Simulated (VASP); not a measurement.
Runs of VASP 6.6.1 on Ta. Symmetry: Im-3m, No. 229, cubic system. The conventional cell has a = 3.303 Å, b = 3.303 Å, c = 3.303 Å, α = 90.00°, β = 90.00°, γ = 90.00°. Ta (site symmetry m-3m) has 8 Ta at 2.86 Å as nearest neighbours. 

```tsv
task	level	potentials or basis	spin	U	cell	k mesh	cutoff (eV)	smearing	LDAUTYPE	hund's J	grid for exact exchange (PRECFOCK)	exchange at q = 0	other keys	mesh quality	gap on the mesh (eV)	pressure (GPa)
relaxation of cell and atoms	PBE+ULG+U	VASP PAW PBE potentials, release 54 (Ta)	SOC, no magnetisation	Ta d U = 3 eV, J = 1.0 eV	relaxed	8 × 8 × 8	580	methfessel-paxton 0.2 eV	2	1	-	-	-	not flagged	-	0.0
density of states	revPBE	VASP PAW PBE potentials, release 64 (Ta)	off	-	as given	11 × 11 × 11	500	gaussian 0.01 eV	-	-	-	-	ISMEAR = 0; SIGMA = 0.01; LMAXMIX = 4	not flagged	none	2.4
single point	PBE	VASP PAW PBE potentials, release 64 (Ta)	off	-	as given	11 × 11 × 11	500	gaussian 0.02 eV	-	-	-	-	-	not flagged	none	0.2
single point	B3LYP+D2	VASP PAW PBE potentials, release 64 (Ta_pv)	off	-	as given	6 × 6 × 6	520	methfessel-paxton 0.1 eV	-	-	Fast	truncated	-	coarse	none	(a)
```

Estimate the missing entries.

(a) 0.5.

Caveats: some runs use coarse meshes; the PAW data sets were made with another functional, which shifts forces and pressure a little (some runs); the U is typed as a test and isn't derived for this compound (some runs); atom-pairwise D2, TS and ULG terms overbind metals (some runs); pairwise dispersion overbinds metals, which lowers pressure and volume (some runs).

A k mesh can miss the band edges, and rows without SOC leave out spin-orbit coupling on Ta.

A gap of «none» marks a metal or a gap under the smearing width.

The runs don't all hold the same shells in valence.
